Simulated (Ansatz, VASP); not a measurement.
## Na: VASP beside Ansatz

INCAR

```
SYSTEM = Na
  PREC = Accurate
  ENCUT = 600
  EDIFF = 1E-7
  ISMEAR = 0
  SIGMA = 0.1
  LREAL = .False.
  LASPH = .True.
  NELM = 100
  ALGO = Normal
  ISIF = 3
  LWAVE = .False.
  LCHARG = .False.
  GGA = PE
  IBRION = 2
  NSW = 100
  EDIFFG = -0.005
```

File KPOINTS:

```
Automatic mesh
0
Gamma
  15 15 8
  0 0 0
```

File POSCAR:

```
Na
1.0
    3.7670000000      0.0000000000      0.0000000000
   -1.8835000000      3.2623176961      0.0000000000
    0.0000000000      0.0000000000      6.1540000000
Na
2
Direct
    0.3333333333      0.6666666667      0.2500000000
    0.6666666667      0.3333333333      0.7500000000
```

Input for Ansatz:

```yaml
crystal:
  lattice:
    - [3.767, 0.0, 0.0]
    - [-1.8835, 3.2623176961, 0.0]
    - [0.0, 0.0, 6.154]
  atoms:
    - { symbol: Na, position: [0.3333333333, 0.6666666667, 0.25] }
    - { symbol: Na, position: [0.6666666667, 0.3333333333, 0.75] }
basis:
  ecutwfc: 420
kpoints:
  mp_grid: { grid: [15, 15, 8] }
hamiltonian:
  xc: pbe
scf:
  occupations: { method: gaussian, width: 0.1 }
output:
  forces: true
  stress: true
  eigenvalues: true
  write_density: true
  write_potential: true
  elf: true
  volumetric_format: npy
relax:
  adjacent_minimum: "off"
  f_tol: 0.005
  max_steps: 80
  cell: { stress_tol: 0.05 }
```

This isn't the form of Na at room conditions, which is bcc.

Alike in both runs: task relaxation of cell and atoms; functional PBE; k mesh 15 × 15 × 8; occupations gaussian, width 0.1 eV; no spin polarisation.

|  | VASP | Ansatz |
| --- | --- | --- |
| version | VASP 6.6.1 | Ansatz 0.2.0 |
| potentials or method | VASP PAW PBE potentials, release 64 (Na_pv) | scalar-relativistic, plane waves, PAW |
| plane-wave cutoff (eV) | 600 | 420 |
| valence electrons in the cell | 14 | 18 |

|  | VASP | Ansatz | Ansatz less VASP |
| --- | --- | --- | --- |
| gap on the k mesh at the Fermi level, each at its own relaxed structure (eV) | none | none | - |
| relaxed volume (Å³/atom) | 37.02 | 37.04 | +0.016 |
| relaxed cell length with the largest relative difference (Å) | 6.105 | 6.102 | -0.0029 |

A gap of «none» marks a metal or a gap that the smearing closes. The two sets of potentials don't hold the same shells in valence.
